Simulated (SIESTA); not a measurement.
ZrN: single point with AM05

Crystal: ZrN.

```xyz
2
Lattice="0.0000 2.3000 2.3000 2.3000 0.0000 2.3000 2.3000 2.3000 0.0000" Properties=species:S:1:pos:R:3 pbc="T T T"
Zr    2.3000    2.3000    2.3000
N     0.0000    0.0000    0.0000
```

```yaml
Program: SIESTA 5.4.2
Task: single point
Functional: AM05
Potentials_or_basis: PseudoDojo 0.4 standard (PBEsol files)
Basis: DZP (energy shift 0.003 Ry; two zetas on semicore shells)
Grid_cutoff: 800 Ry
Energy_shift: 0.003 Ry
k_mesh: 10 × 10 × 10
Occupations: fermi-dirac, width 0.05 eV
Spin: no spin polarisation
```

```json
{"Pressure": "-4.6 GPa", "Band gap on the k mesh": "none (metal or under the smearing width)"}
```

Wall time 62 s on 1 thread of Arm Neoverse V2 (shared host), peak memory 0.29 GiB.

Caveat: the potentials were made for another functional, which shifts forces and pressure; the basis of atomic orbitals isn't converged, which shifts pressures, moduli and gaps.
